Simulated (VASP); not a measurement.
# RbBr (Fm-3m) in VASP: further runs

One crystal, RbBr, is run at these levels: r2SCAN; tasks: single point.

All numbers are computed with VASP 6.6.1; they aren't measurements. Logs are shortened: lines on timing, memory, paths and dates and some standing lists are left out, and cuts for length are marked.

### Step 1. The crystal as given

Symmetry: Fm-3m, No. 225, cubic system. Conventional cell: a = 6.854 Å, b = 6.854 Å, c = 6.854 Å, α = 90.00°, β = 90.00°, γ = 90.00°. Rb (site symmetry m-3m) has 6 Br at 3.43 Å as nearest neighbours. Br (site symmetry m-3m) has 6 Rb at 3.43 Å as nearest neighbours.

### Step 2. Single point, r2SCAN

INCAR reads:

```
PREC     = Accurate       # precision mode
ENCUT    = 400            # plane-wave cutoff, eV
EDIFF    = 0.001          # SCF threshold, eV
ISMEAR   = 0              # smearing method
SIGMA    = 0.05           # smearing width, eV
LREAL    = False          # projectors in reciprocal space
LASPH    = True           # aspherical terms in the spheres
NELM     = 100            # most SCF steps
ALGO     = Normal         # electronic algorithm
ISIF     = 2              # what is computed and relaxed
LWAVE    = False          # write WAVECAR
LCHARG   = False          # write CHGCAR
METAGGA  = R2SCAN         # meta-GGA
LMIXTAU  = True         
NBANDS   = 15             # bands
ADDGRID  = False
```

KPOINTS reads:

```
Automatic mesh
0
Gamma
  6 6 6
```

POSCAR reads:

```
RbBr
1.0
    0.0000000000      3.4270000000      3.4270000000
    3.4270000000      0.0000000000      3.4270000000
    3.4270000000      3.4270000000      0.0000000000
Rb Br
1 1
Direct
    0.0000000000      0.0000000000      0.0000000000
    0.5000000000      0.5000000000      0.5000000000
```

Potentials or basis: VASP PAW PBE potentials, release 64 (Rb_sv, Br).

On the command line:

```sh
$ cat potpaw_PBE.64/Rb_sv/POTCAR potpaw_PBE.64/Br/POTCAR > POTCAR
$ mpirun -np 1 vasp_std > vasp.out
```

OUTCAR:

```text
PREC = Accurate
   ENCUT = 400
   EDIFF = 0.001
   ISMEAR = 0
   LREAL = False
   LASPH = True
   NELM = 100
   ISIF = 2
   METAGGA = R2SCAN

 Found     16 irreducible k-points:

 Following reciprocal coordinates:
            Coordinates               Weight
  0.000000  0.000000  0.000000      1.000000
  0.166667  0.000000  0.000000      8.000000
  0.333333  0.000000  0.000000      8.000000
  0.500000  0.000000  0.000000      4.000000
  0.166667  0.166667  0.000000      6.000000
  0.333333  0.166667  0.000000     24.000000
   k-points           NKPTS =     16   k-points in BZ     NKDIM =     16   number of bands    NBANDS=     15
   number of dos      NEDOS =    301   number of ions     NIONS =      2
   total plane-waves  NPLWV =  32768
   dimension x,y,z NGX =    32 NGY =   32 NGZ =   32
   dimension x,y,z NGXF=    64 NGYF=   64 NGZF=   64
   ions per type =               1   1
   NGX,Y,Z   is equivalent  to a cutoff of  10.98, 10.98, 10.98 a.u.
   NGXF,Y,Z  is equivalent  to a cutoff of  21.95, 21.95, 21.95 a.u.
 SYSTEM =  unknown system
   PREC   = accura    normal or accurate (medium, high low for compatibility)
   ISTART =      0    job   : 0-new  1-cont  2-samecut
   ICHARG =      2    charge: 1-file 2-atom 10-const
   ISPIN  =      1    spin polarized calculation?
   LNONCOLLINEAR =      F non collinear calculations
   LSORBIT =      F    spin-orbit coupling
   LASPH  =      T    aspherical Exc in radial PAW
   ENCUT  =  400.0 eV  29.40 Ry    5.42 a.u.   7.90  7.90  7.90*2*pi/ulx,y,z
   NELM   =    100;   NELMIN=  2; NELMDL= -5     # of ELM steps
   EDIFF  = 0.1E-02   stopping-criterion for ELM
   LREAL  =      F    real-space projection
   EDIFFG = 0.1E-01   stopping-criterion for IOM
   NSW    =      0    number of steps for IOM
   IBRION =     -1    ionic relax: 0-MD 1-quasi-New 2-CG
   NFREE  =      0    steps in history (QN), initial steepest desc. (CG)
   ISIF   =      2    stress and relaxation
   ISYM   =      2    0-nonsym 1-usesym 2-fastsym
   POTIM  = 0.5000    time-step for ionic-motion
   TEBEG  =    0.0;   TEEND  =   0.0 temperature during run
   PSTRESS=    0.0 pullay stress
   NELECT =      16.0000    total number of electrons
   NUPDOWN=      -1.0000    fix difference up-down
   EMIN   =  10.00;   EMAX   =-10.00  energy-range for DOS
   EFERMI =   0.00;   METHOD = LEGACY
   ISMEAR =     0;   SIGMA  =   0.05  broadening in eV -4-tet -1-fermi 0-gaus
   EFERMI_NEDOS =   21; number of points for ismear=-14 and -15
   IALGO  =     38    algorithm
   IMIX   =      4    mixing-type and parameters
     AMIX     =   0.40;   BMIX     =  1.00
     AMIX_MAG =   1.60;   BMIX_MAG =  1.00
  volume/ion in A,a.u.               =      40.25       271.61
  Fermi-wavevector in a.u.,A,eV,Ry     =   0.955412  1.805467 12.419564  0.912812
  Thomas-Fermi vector in A             =   2.084247
   LORBIT       =      0    0 simple, 1 ext, 2 COOP (PROOUT), +10 PAW based schemes
   METAGGA = R2SCAN    functional components
   LHFCALC =     F    Hartree Fock is set to
   AEXX    =    0.0000 exact exchange contribution
   IVDW    =     0    specifies the selected vdW correction
   LEPSILON=     F    determine dielectric tensor
   LRPA    =     F    only Hartree local field effects (RPA)
 non-spin polarized calculation
 Gauss-broadening in eV      SIGMA  =   0.05
  energy-cutoff  :      400.00
  volume of cell :       80.50
 maximum number of plane-waves:      1484
   NGX = 15   NGY = 15   NGZ = 15

 number of electron      15.9999999 magnetization

 Free energy of the ion-electron system (eV)
  ---------------------------------------------------
  ext. energy  EPLUGINS =         0.00000000
  ---------------------------------------------------
  free energy    TOTEN  =       -31.15106164 eV

  energy without entropy =      -31.15106164  energy(sigma->0) =      -31.15106164

 E-fermi :  -1.9464     XC(G=0):  -7.6331

 val. band max:       -2.1588225130   @ k =   0.0000   0.0000   0.0000
 cond. band min:       2.8060095868   @ k =   0.0000   0.0000   0.0000
 fundamental gap:      4.9648320999
 Fermi energy:        -1.9464404834

 k-point     1 :       0.0000    0.0000    0.0000
  band No.  band energies     occupation
      1     -27.3151      2.00000
      2     -14.7729      2.00000
      3     -10.8428      2.00000
      4     -10.8428      2.00000
      5     -10.8427      2.00000
      6      -2.1589      2.00000
      7      -2.1589      2.00000
      8      -2.1588      2.00000
      9       2.8060      0.00000
     10       5.7183      0.00000
     11       5.7183      0.00000
     12       5.7183      0.00000
     13       6.7894      0.00000
     14       6.7894      0.00000
     15       9.1858      0.00000

 k-point     2 :       0.1667    0.0000    0.0000
  band No.  band energies     occupation
      1     -27.3127      2.00000
      2     -14.7835      2.00000
      3     -10.8443      2.00000
      4     -10.8443      2.00000
      5     -10.8293      2.00000
      6      -2.4510      2.00000
      7      -2.2513      2.00000
      8      -2.2512      2.00000
      9       3.4388      0.00000
     10       5.5325      0.00000
     11       6.0603      0.00000
     12       6.0604      0.00000
     13       7.2067      0.00000
     14       7.2067      0.00000
     15      10.2665      0.00000

 k-point     3 :       0.3333    0.0000    0.0000
  band No.  band energies     occupation
      1     -27.3078      2.00000
      2     -14.8044      2.00000
      3     -10.8474      2.00000
      4     -10.8474      2.00000
      5     -10.8025      2.00000
      6      -2.9272      2.00000
      7      -2.4251      2.00000
      8      -2.4251      2.00000
      9       4.6428      0.00000
     10       5.6747      0.00000
     11       7.0161      0.00000
     12       7.0161      0.00000
     13       8.2446      0.00000
     14       8.2446      0.00000
     15      10.2833      0.00000

 k-point     4 :       0.5000    0.0000    0.0000
  band No.  band energies     occupation
      1     -27.3054      2.00000
      2     -14.8147      2.00000
      3     -10.8490      2.00000
      4     -10.8490      2.00000
      5     -10.7892      2.00000
      6      -3.1308      2.00000
      7      -2.5073      2.00000
      8      -2.5072      2.00000
      9       5.1276      0.00000
     10       6.1172      0.00000
     11       8.0628      0.00000
     12       8.0629      0.00000
     13       8.6938      0.00000
     14       8.6938      0.00000
     15       9.7161      0.00000

 k-point     5 :       0.1667    0.1667    0.0000
  band No.  band energies     occupation
      1     -27.3119      2.00000
      2     -14.7802      2.00000
      3     -10.8604      2.00000
      4     -10.8604      2.00000
      5     -10.8171      2.00000
      6      -2.5657      2.00000
      7      -2.2137      2.00000
      8      -2.2137      2.00000
      9       3.5513      0.00000
     10       5.0379      0.00000
     11       6.4353      0.00000
     12       6.4353      0.00000
     13       7.0132      0.00000
     14       7.6034      0.00000
     15      10.5249      0.00000

 k-point     6 :       0.3333    0.1667    0.0000
  band No.  band energies     occupation
      1     -27.3079      2.00000
      2     -14.7841      2.00000
      3     -10.8709      2.00000
      4     -10.8680      2.00000
      5     -10.8296      2.00000
      6      -2.8130      2.00000
      7      -2.3719      2.00000
      8      -2.3224      2.00000
      9       4.4982      0.00000
     10       4.9159      0.00000
     11       7.1922      0.00000
     12       7.3761      0.00000
     13       7.6101      0.00000
     14       8.2518      0.00000
     15      10.4208      0.00000

 [... further k-points ...]

------------------------ aborting loop because EDIFF is reached ----------------------------------------

  FORCE on cell =-STRESS in cart. coord.  units (eV):
  Direction    XX          YY          ZZ          XY          YZ          ZX
  --------------------------------------------------------------------------------------
  -------------------------------------------------------------------------------------
  Total        0.2751379      0.2751379      0.2751379     -0.0000000      0.0000000      0.0000000
  in kB        5.4763188      5.4763188      5.4763188     -0.0000000      0.0000000      0.0000000
  external PRESSURE =       5.4763188 kB  Pullay stress =       0.0000000 kB

 VOLUME and BASIS-vectors are now :
 -----------------------------------------------------------------------------
  energy-cutoff  :      400.00
  volume of cell :       80.50
      direct lattice vectors                 reciprocal lattice vectors
     0.000000000  3.427000000  3.427000000    -0.145900204  0.145900204  0.145900204
     3.427000000  0.000000000  3.427000000     0.145900204 -0.145900204  0.145900204
     3.427000000  3.427000000  0.000000000     0.145900204  0.145900204 -0.145900204

 POSITION                                       TOTAL-FORCE (eV/Angst)
 -----------------------------------------------------------------------------------
      0.00000      0.00000      0.00000        -0.000000      0.000000      0.000000
      3.42700      3.42700      3.42700         0.000000     -0.000000      0.000000
 -----------------------------------------------------------------------------------
    total drift:                                0.000000     -0.000000     -0.000000

  FREE ENERGIE OF THE ION-ELECTRON SYSTEM (eV)
  ---------------------------------------------------
  free  energy   TOTEN  =       -31.1510616445 eV

  energy  without entropy=      -31.1510616445  energy(sigma->0) =      -31.15106164
```

It took 32 s on 1 thread of Intel Xeon Platinum 8375C at 2.90GHz (Ice Lake), shared host; peak memory 0.18 GiB.

The run converged, but some of its settings lie outside the range that counts as converged, so its numbers aren't taken as properties of the crystal.

What came out:

```yaml
Free_energy: -31.1511 eV
Pressure: 0.5 GPa
Band_gap_on_the_k_mesh: 4.96 eV, direct
```

Caveat: the PAW data sets were made with another functional, which shifts forces and pressure a little.

### Step 3. Single point, r2SCAN

INCAR is that of step 2.

KPOINTS is that of step 2.

POSCAR reads:

```
RbBr
1.0
    0.0000000000      3.4270000000      3.4270000000
    3.4270000000      0.0000000000      3.4270000000
    3.4270000000      3.4270000000      0.0000000000
Rb Br
1 1
Direct
   -0.0027730000      0.0260310000     -0.0127250000
    0.5081730000      0.5251300000      0.4723360000
```

Potentials or basis: VASP PAW PBE potentials, release 64 (Rb_sv, Br).

On the command line:

```sh
$ cat potpaw_PBE.64/Rb_sv/POTCAR potpaw_PBE.64/Br/POTCAR > POTCAR
$ mpirun -np 1 vasp_std > vasp.out
```

Wall time 2.8 min (1 thread of Intel Xeon Platinum 8375C at 2.90GHz (Ice Lake), shared host); peak memory 0.24 GiB.

These settings aren't checked as converged: the numbers below hold their error.

What came out:

| Property | Result |
| --- | --- |
| Free energy | -31.1480 eV |
| Pressure | 0.6 GPa |
| Largest force | 0.090 eV/Å |
| Band gap on the k mesh | 4.97 eV, direct |

Caveat: the PAW data sets were made with another functional, which shifts forces and pressure a little.

### Step 4. Single point, r2SCAN

Edit INCAR of step 3 so:

```diff
@@ -2,3 +2,3 @@
 ENCUT    = 400            # plane-wave cutoff, eV
-EDIFF    = 0.001          # SCF threshold, eV
+EDIFF    = 1E-4           # SCF threshold, eV
 ISMEAR   = 0              # smearing method
```

KPOINTS is that of step 3.

POSCAR reads:

```
RbBr
1.0
    0.0000000000      3.4270000000      3.4270000000
    3.4270000000      0.0000000000      3.4270000000
    3.4270000000      3.4270000000      0.0000000000
Rb Br
1 1
Direct
    0.0000000000      0.0000000000      0.0000000000
    0.5000000000      0.5000000000      0.5000000000
```

On the command line:

```sh
$ cat potpaw_PBE.64/Rb_sv/POTCAR potpaw_PBE.64/Br/POTCAR > POTCAR
$ mpirun -np 1 vasp_std > vasp.out
```

Run time: 38 s. Hardware: 1 thread of Intel Xeon Platinum 8375C at 2.90GHz (Ice Lake), shared host; peak memory 0.18 GiB.

These settings aren't checked as converged: the numbers below hold their error.

What came out:

| Quantity | Value |
| --- | --- |
| Free energy | -31.1515 eV |
| Pressure | 0.5 GPa |
| Band gap on the k mesh | 4.97 eV, direct |

Caveat: the PAW data sets were made with another functional, which shifts forces and pressure a little.

### Step 5. Single point, r2SCAN

INCAR is that of step 4.

KPOINTS is that of step 4.

POSCAR reads:

```
RbBr
1.0
    0.0000000000      3.4270000000      3.4270000000
    3.4270000000      0.0000000000      3.4270000000
    3.4270000000      3.4270000000      0.0000000000
Rb Br
1 1
Direct
   -0.0027730000      0.0260310000     -0.0127250000
    0.5081730000      0.5251300000      0.4723360000
```

Potentials or basis: VASP PAW PBE potentials, release 64 (Rb_sv, Br).

On the command line:

```sh
$ cat potpaw_PBE.64/Rb_sv/POTCAR potpaw_PBE.64/Br/POTCAR > POTCAR
$ mpirun -np 1 vasp_std > vasp.out
```

OUTCAR:

```text
PREC = Accurate
   ENCUT = 400
   EDIFF = 1E-4
   ISMEAR = 0
   LREAL = False
   LASPH = True
   NELM = 100
   ISIF = 2
   METAGGA = R2SCAN

 Found    112 irreducible k-points:

 Following reciprocal coordinates:
            Coordinates               Weight
  0.000000  0.000000  0.000000      1.000000
  0.166667  0.000000  0.000000      2.000000
  0.000000  0.166667  0.000000      2.000000
  0.000000  0.000000  0.166667      2.000000
  0.166667  0.166667  0.166667      2.000000
  0.333333  0.000000  0.000000      2.000000
   k-points           NKPTS =    112   k-points in BZ     NKDIM =    112   number of bands    NBANDS=     15
   number of dos      NEDOS =    301   number of ions     NIONS =      2
   total plane-waves  NPLWV =  32768
   dimension x,y,z NGX =    32 NGY =   32 NGZ =   32
   dimension x,y,z NGXF=    64 NGYF=   64 NGZF=   64
   ions per type =               1   1
   NGX,Y,Z   is equivalent  to a cutoff of  10.98, 10.98, 10.98 a.u.
   NGXF,Y,Z  is equivalent  to a cutoff of  21.95, 21.95, 21.95 a.u.
 SYSTEM =  unknown system
   PREC   = accura    normal or accurate (medium, high low for compatibility)
   ISTART =      0    job   : 0-new  1-cont  2-samecut
   ICHARG =      2    charge: 1-file 2-atom 10-const
   ISPIN  =      1    spin polarized calculation?
   LNONCOLLINEAR =      F non collinear calculations
   LSORBIT =      F    spin-orbit coupling
   LASPH  =      T    aspherical Exc in radial PAW
   ENCUT  =  400.0 eV  29.40 Ry    5.42 a.u.   7.90  7.90  7.90*2*pi/ulx,y,z
   NELM   =    100;   NELMIN=  2; NELMDL= -5     # of ELM steps
   EDIFF  = 0.1E-03   stopping-criterion for ELM
   LREAL  =      F    real-space projection
   EDIFFG = 0.1E-02   stopping-criterion for IOM
   NSW    =      0    number of steps for IOM
   IBRION =     -1    ionic relax: 0-MD 1-quasi-New 2-CG
   NFREE  =      0    steps in history (QN), initial steepest desc. (CG)
   ISIF   =      2    stress and relaxation
   ISYM   =      2    0-nonsym 1-usesym 2-fastsym
   POTIM  = 0.5000    time-step for ionic-motion
   TEBEG  =    0.0;   TEEND  =   0.0 temperature during run
   PSTRESS=    0.0 pullay stress
   NELECT =      16.0000    total number of electrons
   NUPDOWN=      -1.0000    fix difference up-down
   EMIN   =  10.00;   EMAX   =-10.00  energy-range for DOS
   EFERMI =   0.00;   METHOD = LEGACY
   ISMEAR =     0;   SIGMA  =   0.05  broadening in eV -4-tet -1-fermi 0-gaus
   EFERMI_NEDOS =   21; number of points for ismear=-14 and -15
[... 19 lines left out ...]
   NGX = 15   NGY = 15   NGZ = 15

 number of electron      16.0000000 magnetization

 Free energy of the ion-electron system (eV)
  ---------------------------------------------------
  ext. energy  EPLUGINS =         0.00000000
  ---------------------------------------------------
  free energy    TOTEN  =       -31.14847429 eV

  energy without entropy =      -31.14847429  energy(sigma->0) =      -31.14847429

 E-fermi :  -1.9454     XC(G=0):  -7.6312

 val. band max:       -2.1599727846   @ k =   0.0000   0.0000   0.0000
 cond. band min:       2.8104731388   @ k =   0.0000   0.0000   0.0000
 fundamental gap:      4.9704459235
 Fermi energy:        -1.9454052774

 k-point     1 :       0.0000    0.0000    0.0000
  band No.  band energies     occupation
      1     -27.3110      2.00000
      2     -14.7735      2.00000
      3     -10.8410      2.00000
      4     -10.8406      2.00000
      5     -10.8403      2.00000
      6      -2.1606      2.00000
      7      -2.1604      2.00000
      8      -2.1600      2.00000
      9       2.8105      0.00000
     10       5.7219      0.00000
     11       5.7256      0.00000
     12       5.7295      0.00000
     13       6.7948      0.00000
     14       6.7989      0.00000
[... 77 lines left out ...]
      2     -14.8053      2.00000
      3     -10.8460      2.00000
      4     -10.8455      2.00000
      5     -10.7998      2.00000
      6      -2.9267      2.00000
      7      -2.4255      2.00000
      8      -2.4248      2.00000
      9       4.6458      0.00000
     10       5.6769      0.00000
     11       7.0142      0.00000
     12       7.0176      0.00000
     13       8.2562      0.00000
     14       8.2601      0.00000
     15      10.2820      0.00000

 [... further k-points ...]

------------------------ aborting loop because EDIFF is reached ----------------------------------------

  FORCE on cell =-STRESS in cart. coord.  units (eV):
  Direction    XX          YY          ZZ          XY          YZ          ZX
  --------------------------------------------------------------------------------------
  -------------------------------------------------------------------------------------
  Total        0.2736848      0.2452424      0.2556205     -0.0021703      0.0011156      0.0048624
  in kB        5.4473960      4.8812809      5.0878460     -0.0431972      0.0222045      0.0967804
  external PRESSURE =       5.1388410 kB  Pullay stress =       0.0000000 kB

 VOLUME and BASIS-vectors are now :
 -----------------------------------------------------------------------------
  energy-cutoff  :      400.00
  volume of cell :       80.50
      direct lattice vectors                 reciprocal lattice vectors
     0.000000000  3.427000000  3.427000000    -0.145900204  0.145900204  0.145900204
     3.427000000  0.000000000  3.427000000     0.145900204 -0.145900204  0.145900204
     3.427000000  3.427000000  0.000000000     0.145900204  0.145900204 -0.145900204

 POSITION                                       TOTAL-FORCE (eV/Angst)
 -----------------------------------------------------------------------------------
      3.47260      6.80089      3.50671        -0.075219     -0.018569      0.047386
      3.41832      3.36020      3.54113         0.075219      0.018569     -0.047386
 -----------------------------------------------------------------------------------
    total drift:                               -0.000214     -0.000271      0.000241

  FREE ENERGIE OF THE ION-ELECTRON SYSTEM (eV)
  ---------------------------------------------------
  free  energy   TOTEN  =       -31.1484742917 eV

  energy  without entropy=      -31.1484742917  energy(sigma->0) =      -31.14847429
```

Wall time 3.2 min (1 thread of Intel Xeon Platinum 8375C at 2.90GHz (Ice Lake), shared host); peak memory 0.24 GiB.

The run converged, but some of its settings lie outside the range that counts as converged, so its numbers aren't taken as properties of the crystal.

What came out:

```yaml
Free_energy: -31.1485 eV
Pressure: 0.5 GPa
Largest_force: 0.091 eV/Å
Band_gap_on_the_k_mesh: 4.97 eV, direct
```

Caveat: the PAW data sets were made with another functional, which shifts forces and pressure a little.

### Step 6. For comparison

An earlier run on the cell as given: functional PBE; potentials or basis VASP PAW PBE potentials, release 64 (Rb_sv, Br); cutoff 520 eV; k mesh 7 × 7 × 7; occupations fermi-dirac, width 0.05 eV; no spin polarisation.

* Pressure: 1.0 GPa
* Band gap on the k mesh: 4.36 eV, direct
